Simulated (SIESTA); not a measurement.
GaN:

```
Ga N
1.0
     0.00000    2.25350    2.25350
     2.25350    0.00000    2.25350
     2.25350    2.25350    0.00000
Ga N
1 1
Direct
  0.00000 0.00000 0.00000
  0.25000 0.25000 0.25000
```

The cell is a database's computed one.

Base run:

```yaml
Program: SIESTA 5.4.2
Functional: BLYP
Potentials_or_basis: PseudoDojo 0.4 standard (PBE files)
Basis: DZP (energy shift 0.002 Ry; radii capped at 9.5 bohr)
Grid_cutoff: 800 Ry
Energy_shift: 0.002 Ry
k_mesh: 10 × 10 × 10
Occupations: fermi-dirac, width 0.05 eV
Spin: no spin polarisation
```

Its results: band gap on the k mesh 1.79 eV, direct; pressure 14.3 GPa.

Question: The run is repeated on the same cell with these changes: functional from BLYP to vdW-DF-cx. What comes out?

Answer: Band gap on the k mesh 1.69 eV, direct; pressure 5.3 GPa.

Caveats: semicore shells carry a single zeta, which can move pressures by several GPa and volumes by a few percent; the potentials were made for another functional, which shifts forces and pressure; the basis of atomic orbitals isn't converged, which shifts pressures, moduli and gaps.
